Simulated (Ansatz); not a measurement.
Structures of Ga₂O₃: which is lowest?

Plane-wave DFT in Ansatz with scalar-relativistic PAW potentials, cutoff 420 eV, Γ-centred meshes chosen by cell and gap, Gaussian smearing with energies taken to zero width. Every cell was relaxed (cell and atoms) in a run of its own, within the symmetry of its start. Functional: LDA.

Relaxed structures (starts from databases or built by putting these elements on another compound's sites):
A. R-3c, 10 atoms in the computed cell, a = 4.950 Å, c = 13.306 Å; sites (symmetry × multiplicity) Ga 3. × 12, O .2 × 18; start: database
B. C2/m, 10 atoms in the computed cell, a = 12.135 Å, b = 3.016 Å, c = 5.751 Å, β = 103.7°; sites (symmetry × multiplicity) Ga m × 4 + m × 4, O m × 4 + m × 4 + m × 4; start: database
C. Cmcm, 10 atoms in the computed cell, a = 2.763 Å, b = 9.183 Å, c = 7.052 Å; sites (symmetry × multiplicity) Ga 2/m.. × 4 + m2m × 4, O m.. × 8 + m2m × 4; start: database

**Question.** Rank them by energy. Could pressure change the order?

**Answer.**
```csv
structure,group,E − E(lowest) (meV/atom),V (Å³/atom),gap on mesh (eV)
B,C2/m,0.0,10.22,2.50
A,R-3c,0.8,9.41,3.04
C,Cmcm,251,8.95,1.79
```

B and A are level within the 2 meV/atom that separate runs leave open. C is denser by 1.28 Å³/atom, so pressure favours it: ΔE/ΔV, with ΔE in eV and 1 eV/Å³ = 160.2 GPa, gives about 31 GPa for equal enthalpy if both cells were rigid; at such pressures compression changes ΔV much, so this is a scale only. Other structures may lie lower than all of these, and vibrations aren't counted.